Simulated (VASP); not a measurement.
Set up this calculation in VASP 6.6.1, as the native input.

```yaml
Task: relaxation of the atoms
Functional: LDA
Potentials_or_basis: VASP PAW LDA potentials, release 64 (Ba_sv, F)
Cutoff: 600 eV
k_mesh: 8 × 8 × 8
Occupations: gaussian, width 0.03 eV
Spin: no spin polarisation
Further_INCAR_settings: ALGO = Fast; EDIFF = 1e-07; IBRION = 2; EDIFFG = -0.01; NSW = 40
```

The structure of BaF2 (Frankdicksonite) lies in POSCAR:

```
BaF2                                    
1.0
    0.0000000000      3.0837917640      3.0837917640
    3.0837917640      0.0000000000      3.0837917640
    3.0837917640      3.0837917640      0.0000000000
  Ba              F             
     1     2
Direct
     0.0000000000000000    1.0000000000000000    0.0000000000000000
     0.2500000000000000    0.2500000000000000    0.2500000000000000
     0.7500000000000000    0.7500000000000000    0.7500000000000000
```

The cell isn't the ideal one: a relaxed cell with its volume scaled by 1.04.

One way to write it, as run:

INCAR

```
ALGO = Fast
EDIFF = 1E-7
EDIFFG = -0.01
ENCUT = 600
IBRION = 2
ISIF = 2
ISMEAR = 0
LASPH = T
LCHARG = F
LREAL = F
LWAVE = F
NELM = 80
NSW = 40
PREC = Accurate
SIGMA = 0.03
```

KPOINTS

```
k-points
0
Gamma
  8 8 8
```

Potentials or basis: VASP PAW LDA potentials, release 64 (Ba_sv, F).

The run is started by

```bash
$ cat potpaw_LDA.64/Ba_sv/POTCAR potpaw_LDA.64/F/POTCAR > POTCAR
$ mpirun -np 1 vasp_std > vasp.out
```

It gave:

The pressure after relaxing is -2.6 GPa and the band gap on the k mesh is 6.45 eV, indirect (least direct gap 6.55 eV).

Caveat: the relaxation stopped at its first step, so nothing moved; spin-orbit coupling is left out, which moves the levels of the heavy elements.

It took 47 s on 1 thread of Intel(R) Xeon(R) Platinum 8488C (Sapphire Rapids), with other jobs on the host, peak memory 0.19 GiB.
